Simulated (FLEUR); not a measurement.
Crystal: MgS (Niningerite).

```xyz
2
Lattice="0.0000 2.6016 2.6016 2.6016 0.0000 2.6016 2.6016 2.6016 0.0000" Properties=species:S:1:pos:R:3 pbc="T T T"
S     2.6016    2.6016    2.6016
Mg    0.0000    0.0000    0.0000
```

```yaml
Program: FLEUR MaX-R8.1 (patched build s14)
Task: single point
Functional: PBE
Potentials_or_basis: all-electron
Basis: FLAPW
Kmax: 3.8 1/bohr
k_mesh: 9 × 9 × 9
Occupations: fermi-dirac, width 0.05 eV
Spin: no spin polarisation
Gmax: 11.8 1/bohr
Muffin-tin_radii: S 2.21, Mg 2.21 bohr
lmax: S 9, Mg 9
Local_orbitals_a_species: S 4, Mg 5
Max_iterations: 60
Mixing_factor: 0.05
Mixer: Anderson
Mixer_history: 15
Density_convergence: 1e-05 me/bohr^3
```

On this cell: largest force zero by symmetry; band gap on the k mesh 2.92 eV, indirect (least direct gap 3.72 eV).

The same run follows on a disturbed copy (atoms moved at random, drawn with an rms of 0.05 Å):

```
S Mg
1.0
     0.00000    2.60165    2.60165
     2.60165    0.00000    2.60165
     2.60165    2.60165    0.00000
S Mg
1 1
Direct
  0.49923 0.50365 0.50962
  0.01475 0.99180 0.98833
```

**Question.** What does the disturbed cell give?

**Answer.** The energy moves by +5.6 meV/atom; largest force 0.258 eV/Å; band gap on the k mesh 2.92 eV, indirect (least direct gap 3.72 eV).

Forces on the atoms (eV/Å):
```
S   -0.253 -0.041  0.026
Mg   0.253  0.041 -0.026
```

Caveats: an odd mesh through Γ misses points on the zone boundary, where band edges often lie.
